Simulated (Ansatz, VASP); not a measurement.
# Cross-check of SiC (Moissanite 3C) between VASP and Ansatz, part 2 of 2

Wanted: the spread between two codes on one cell, functional and k mesh.

VASP 6.6.1 and Ansatz 0.2.0.

So far. Step 4 (Differences): Among the levels compared at these points, filled levels agree within 6 meV and empty ones within 28 meV.

**5. Ansatz: band structure, r2SCAN0**

Level of this step: Ansatz beside VASP: Kohn-Sham DFT, plane waves, r2SCAN0 (Ansatz).

The same path points are solved in both programs, so levels can be compared one by one.

input.yaml

```yaml
crystal:
  lattice:
    - [0.0, 2.179, 2.179]
    - [2.179, 0.0, 2.179]
    - [2.179, 2.179, 0.0]
  atoms:
    - { symbol: Si, position: [0.0, 0.0, 0.0] }
    - { symbol: C, position: [0.25, 0.25, 0.25] }
hamiltonian:
  xc: r2scan0
  pseudopotentials: { kind: paw }
kpoints:
  mp_grid: { grid: [5, 5, 5] }
  band_path:
    path:
      - [0.0, 0.0, 0.0]
      - [0.5, 0.0, 0.5]
      - [0.5, 0.2, 0.7]
      - [0.4, 0.35, 0.75]
      - [0.15, 0.15, 0.3]
      - [0.2, 0.2, 0.2]
      - [0.55, 0.4, 0.55]
      - [0.6, 0.25, 0.65]
      - [0.5, 0.25, 0.75]
      - [0.5, 0.5, 0.5]
      - [0.375, 0.375, 0.75]
      - [0.5, 0.0, 0.5]
    npoints: 1
scf:
  occupations: { method: gaussian, width: 0.02 }
  n_extra_bands: 7
output:
  forces: true
  stress: true
  eigenvalues: true
```

Launch:

```
$ ansatz run input.yaml --threads 4 --pin off --max-ram 9216MiB --backend cpu --events-out ev --progress --plain --runs-dir out
```

Numbers of over 12 decimals in the logs are rounded to 6 here.

The program printed:

```text
[...]
Crystal: 2 atoms, lattice volume = 20.692 Å³
Basis set: ecut = 500 eV, 531 PW (Γ), exchange–correlation on 96×96×96 points (64 copies of the dense FFT grid, shifted against one another)
Bands: 11, of which v1, the nominal top of the filled ones, is band 4 counted from 1 (3 counted from 0)
Symmetry: 24 space group operations
[...]
k-points: 10 of 125 (time reversal used)
[...]
P = ⅓ Tr σ = -3.3208 GPa (-33.208 kbar)
--- Band table (eV; the first three rows and the last of 10) ---
  k-point 0: bands = [-9.0514, 8.4540, 8.4540, 8.4540, 17.0578, 18.1096, 18.1096, 18.1096, ... 3 higher]
  k-point 1: bands = [-8.1954, 4.9317, 7.9591, 7.9591, 16.9728, 18.7912, 18.7912, 19.9109, ... 3 higher]
  k-point 2: bands = [-5.9284, 0.0080, 7.3456, 7.3456, 16.2475, 18.1719, 18.1719, 21.3188, ... 3 higher]
  k-point 9: bands = [-4.1593, 0.8577, 3.0427, 4.6184, 15.5281, 19.1701, 19.8111, 23.7441, ... 3 higher]
[key lines of the parts left out:]
Free energy (F): -891.069859 eV
Fermi energy:    10.303321 eV
```

The job ended after 9.1 s (4 threads of Arm Neoverse V1, shared host; peak memory 0.55 GiB; 32 s of CPU time).

**6. VASP: band structure, r2SCAN0**

The same cell, functional, mesh and smearing now go to VASP, with its own data sets and cutoff.

The run reads the wave functions of an earlier VASP run, which isn't shown here.

INCAR

```
SYSTEM = SiC
PREC = Accurate
ENCUT = 520
EDIFF = 1E-06
NELM = 100
ISMEAR = 0
SIGMA = 0.02
LREAL = .FALSE.
ALGO = Normal
LHFCALC = .TRUE.
AEXX = 0.25
METAGGA = R2SCAN
LASPH = .TRUE.
NBANDS = 10
PRECFOCK = Fast
HFRCUT = -1
LORBIT = 11
LWAVE = .FALSE.
LCHARG = .FALSE.
KPAR = 4
```

POSCAR

```
SiC
1.0
    0.0000000000      2.1790000000      2.1790000000
    2.1790000000      0.0000000000      2.1790000000
    2.1790000000      2.1790000000      0.0000000000
Si C
1 1
Direct
    0.0000000000      0.0000000000      0.0000000000
    0.2500000000      0.2500000000      0.2500000000
```

KPOINTS

```
Automatic mesh
0
Gamma
5 5 5
0 0 0
```

KPOINTS_OPT

```
Line mode
6
Line-mode
Reciprocal
  0.00000000   0.00000000   0.00000000 GAMMA
  0.50000000   0.00000000   0.50000000 X

  0.50000000   0.00000000   0.50000000 X
  0.50000000   0.25000000   0.75000000 W

  0.50000000   0.25000000   0.75000000 W
  0.37500000   0.37500000   0.75000000 K

  0.37500000   0.37500000   0.75000000 K
  0.00000000   0.00000000   0.00000000 GAMMA

  0.00000000   0.00000000   0.00000000 GAMMA
  0.50000000   0.50000000   0.50000000 L

  0.50000000   0.50000000   0.50000000 L
  0.62500000   0.25000000   0.62500000 U

  0.62500000   0.25000000   0.62500000 U
  0.50000000   0.25000000   0.75000000 W

  0.50000000   0.25000000   0.75000000 W
  0.50000000   0.50000000   0.50000000 L

  0.50000000   0.50000000   0.50000000 L
  0.37500000   0.37500000   0.75000000 K

  0.62500000   0.25000000   0.62500000 U
  0.50000000   0.00000000   0.50000000 X
```

PAW data sets: Si and C (PBE family, release 64).

Launch:

```
$ mpirun -np 4 vasp_std
```

The program printed:

```text
[banner, memory and clock lines left out]
running    4 mpi-ranks, on    1 nodes
[...]
|                                                                             |
|               ----> ADVICE to this user running VASP <----                  |
|                                                                             |
|     You enforced a specific xc type in the INCAR file but a different       |
|     [... a line on the potential file left out ...]
|     I HOPE YOU KNOW WHAT YOU ARE DOING!                                     |
|                                                                             |

 LDA part: xc-table for (None), standard interpolation
 found WAVECAR, reading the header
 POSCAR, INCAR and KPOINTS ok, starting setup
[...]
HFRCUT set to (new)   8.515452
 reading WAVECAR
 the WAVECAR file was read successfully
 initial charge from wavefunction
 entering main loop
       N       E                     dE             d eps       ncg     rms          rms(c)
[...]
DAV:   9    -0.215877311189E+02    0.36684E-05   -0.42377E-07   106   0.568E-03    0.617E-02
DAV:  10    -0.215877293657E+02    0.17531E-05   -0.20755E-07   106   0.417E-03    0.347E-02
DAV:  11    -0.215877285039E+02    0.86184E-06   -0.64638E-08   106   0.230E-03
   1 F= -.21587729E+02 E0= -.21587729E+02  d E =-.147300E-32
 Start KPOINTS_OPT (optional k-point list driver)
k-point batch [1-10\60]
       N       E                     dE             ncg
DAV:   1     0.292435462601E+03   -0.21973E+04      216
DAV:   2     0.653396085194E+02   -0.22710E+03      264
DAV:   3     0.559979130364E+02   -0.93417E+01      248
DAV:   4     0.559335244361E+02   -0.64389E-01      264
DAV:   5     0.559331820629E+02   -0.34237E-03      242
DAV:   6     0.559331808916E+02   -0.11712E-05      252
DAV:   7     0.559331808868E+02   -0.48761E-08      226
[...]
k-point batch [51-60\60]
       N       E                     dE             ncg
DAV:   1     0.189348520531E+03   -0.34631E+04      200
DAV:   2     0.111985253959E+00   -0.18924E+03      268
DAV:   3    -0.685219171495E+01   -0.69642E+01      236
DAV:   4    -0.692124192481E+01   -0.69050E-01      248
DAV:   5    -0.692146888369E+01   -0.22696E-03      282
DAV:   6    -0.692146958714E+01   -0.70345E-06      258
```

From OUTCAR (step 6):

```text
 POSITION                                       TOTAL-FORCE (eV/Angst)
 -----------------------------------------------------------------------------------
      0.00000      0.00000      0.00000         0.000000      0.000000      0.000000
      1.08950      1.08950      1.08950        -0.000000     -0.000000     -0.000000
 -----------------------------------------------------------------------------------
    total drift:                                0.000001     -0.000001     -0.000000

  FREE ENERGIE OF THE ION-ELECTRON SYSTEM (eV)
  ---------------------------------------------------
  free  energy   TOTEN  =       -21.5877285039 eV

  energy  without entropy=      -21.5877285039  energy(sigma->0) =      -21.58772850

[... 2 parts as in an earlier step ...]

[... 1 further part left out ...]
[key lines of the parts left out:]
E-fermi :   7.2265
```

**7. Comparison**

What differs besides the data sets and the points named for the pairs above, as far as they apply: the cutoff is 500 eV in Ansatz and 520 eV in VASP. Total energies have different zeros and are not compared.

Both answers:

```tsv
quantity	Ansatz	VASP	difference
gap over the path points (eV)	3.182	3.210	-0.028
```

Levels at points of the path, from each program's valence-band top (eV; 3 filled, then empty):

```tsv
k (reciprocal lattice)	Ansatz	VASP
0.000 0.000 0.000	0.00 0.00 0.00 8.60 9.66 9.66	0.00 0.00 0.00 8.64 9.65 9.65
0.500 0.000 0.500	-8.74 -3.60 -3.60 3.18 6.41 17.33	-8.74 -3.61 -3.61 3.21 6.43 17.37
0.500 0.200 0.700	-7.98 -5.38 -5.05 6.82 10.50 12.73	-7.99 -5.38 -5.05 6.84 10.52 12.76
0.400 0.350 0.750	-8.12 -6.15 -3.14 5.32 10.26 14.29	-8.13 -6.15 -3.14 5.35 10.28 14.33
0.150 0.150 0.300	-3.88 -2.27 -0.30 9.55 9.86 10.39	-3.88 -2.27 -0.30 9.56 9.88 10.39
0.200 0.200 0.200	-3.52 -0.49 -0.49 8.52 10.34 10.34	-3.51 -0.49 -0.49 8.54 10.34 10.34
0.550 0.400 0.550	-9.18 -3.02 -1.71 7.40 9.92 10.82	-9.18 -3.02 -1.72 7.43 9.94 10.84
0.600 0.250 0.650	-8.12 -6.15 -3.14 5.32 10.26 14.29	-8.13 -6.15 -3.14 5.35 10.28 14.33
0.500 0.250 0.750	-7.85 -5.61 -5.17 7.41 12.06 12.22	-7.86 -5.60 -5.18 7.44 12.09 12.25
0.500 0.500 0.500	-9.58 -1.19 -1.19 7.70 9.53 9.53	-9.58 -1.20 -1.20 7.73 9.54 9.54
```

Among the levels compared at these points, filled levels agree within 9 meV and empty ones within 39 meV.

**8. Results**

* difference in gap over the path points (band structure, PBE-EpsX with an exact-exchange share of 0.143): -0.010 eV
* difference in gap over the path points (band structure, r2SCAN0): -0.028 eV

**Reading.** The difference in gap over the path points is -0.028 eV (band structure, r2SCAN0), within the 0.08 eV picked in this series as the mark of a large difference. How closely two codes agree says nothing of how well the functional describes the real material.

[Lines on the potential files, build, host, timing and source positions are cut from VASP's logs without a mark.]

[Logs are printed without paths, hosts, clocks, repeated set-up lines and the standing remarks that a program may print on its own settings, such as how far it seeks lower states.]

[Hosts, paths, dates, database ids (printed as entryN), source tags and the programs' standing remarks are cut or masked in the printed files.]
